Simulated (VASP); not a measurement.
## NaCl: relaxation of cell and atoms with PBE

The system is NaCl.

```xyz
2
Lattice="0.0000 3.1257 3.1257 3.1257 0.0000 3.1257 3.1257 3.1257 0.0000" Properties=species:S:1:pos:R:3 pbc="T T T"
Na    1.5629    1.5629    1.5629
Cl    3.1257    3.1257    3.1257
```

The cell was built by a generator and needn't be a form met in nature.

* Program: VASP 6.6.1
* Task: relaxation of cell and atoms
* Functional: PBE
* Potentials or basis: VASP PAW PBE potentials, release 64 (Na_pv, Cl)
* Cutoff: 600 eV
* k mesh: 7 × 7 × 7
* Occupations: gaussian, width 0.05 eV
* Spin: no spin polarisation
* Further INCAR settings: ALGO = Normal; EDIFF = 1e-07; IBRION = 2; EDIFFG = -0.005; NSW = 60; ISIF = 3

```
Relaxed volume                         : 30.57 Å³/atom
Relaxed cell                           : a = 4.422 Å, b = 4.422 Å, c = 4.422 Å, α = 60.00°, β = 60.00°, γ = 60.00°
Space group after relaxing (to 0.05 Å) : F-43m (No. 216)
Energy gained by relaxing              : 0.0 meV/atom
Ionic steps                            : 2
Pressure after relaxing                : 0.0 GPa
Band gap on the k mesh                 : 4.85 eV, direct
```

Final structure:
```yaml
crystal:
  lattice:
    - [0.00000, 3.12675, 3.12675]
    - [3.12675, 0.00000, 3.12675]
    - [3.12675, 3.12675, 0.00000]
  atoms:
    - { symbol: Na, position: [0.25000, 0.25000, 0.25000] }
    - { symbol: Cl, position: [0.50000, 0.50000, 0.50000] }
```

Levels at points of the mesh, in eV from the valence-band top:
```tsv
k point	band 5	band 6	band 7	band 8	band 9	band 10
(0.00, 0.00, 0.00)	0.00	0.00	0.00	4.85	11.10	11.10
```

It took 10 s on 1 thread of Intel(R) Xeon(R) 6975P-C (Granite Rapids), with other jobs on the host, peak memory 0.2 GiB.

Caveat: an odd mesh through Γ misses points on the zone boundary, where band edges often lie.
